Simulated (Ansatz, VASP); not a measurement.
Ni in VASP and in Ansatz

Contents of INCAR:

```
PREC = Accurate
ENCUT = 520
EDIFF = 1E-7
ISMEAR = -1
SIGMA = 0.05
LREAL = False
LASPH = True
NELM = 100
ALGO = Normal
ISIF = 2
LWAVE = False
LCHARG = True
ISPIN = 2
MAGMOM = 1
LORBIT = 11
LMAXMIX = 4
GGA = PE
LELF = True
LVHAR = True
NBANDS = 15
```

KPOINTS

```
regular mesh
0
Gamma
  13 13 13
```

File POSCAR:

```
Ni
1.0
   -1.3885280000      1.3631270000      1.4317670000
    1.3310840000     -1.3624370000      1.3736330000
    1.4153010000      1.3892100000     -1.4310770000
Ni
1
Direct
   -0.0207550000     -0.0231330000     -0.0194850000
```

The input input.yaml:

```yaml
crystal:
  lattice:
    - [-1.388528, 1.363127, 1.431767]
    - [1.331084, -1.362437, 1.373633]
    - [1.415301, 1.38921, -1.431077]
  atoms:
    - { symbol: Ni, position: [-0.020755, -0.023133, -0.019485], spin: 1.0 }
hamiltonian:
  xc: pbe
  pseudopotentials: { kind: paw }
magnetization:
  spin_polarized: true
kpoints:
  mp_grid: { grid: [13, 13, 13] }
scf:
  occupations: { method: fermi_dirac, width: 0.05 }
output:
  forces: true
  stress: true
  eigenvalues: true
```

Change from the starting cell: cell strained at random at fixed volume.

Alike in both runs: task single point; functional PBE; k mesh 13 × 13 × 13; occupations fermi-dirac, width 0.05 eV; collinear spin, ferromagnetic start.

|  | VASP | Ansatz |
| --- | --- | --- |
| version | VASP 6.6.1 | Ansatz 0.2.0 |
| potentials or method | VASP PAW PBE potentials, release 64 (Ni) | Ansatz PAW |
| plane-wave cutoff (eV) | 520 | 420 |
| valence electrons in the cell | 10 | 18 |

Ansatz gave:

| Quantity | Value |
| --- | --- |
| gap on the k mesh at the Fermi level (eV) | none |
| pressure (GPa) | 8.2 |
| largest component of the traceless stress (GPa) | 7.14 |
| net moment per atom (μB) | 0.58 |
| size of the moment on the site where the two differ most (μB) | 0.61 |

Question: Estimate VASP's values.

Answer: gap on the k mesh at the Fermi level (eV): none; pressure (GPa): 8.0; largest component of the traceless stress (GPa): 6.99; net moment per atom (μB): 0.57; size of the moment on the site where the two differ most (μB): 0.58.

Site moments also hang on the region over which each program counts them. A gap of «none» marks a metal or a gap that the smearing closes. The functional is the same, so the differences come from potentials, cutoffs and numerics. The two sets of potentials don't hold the same shells in valence.
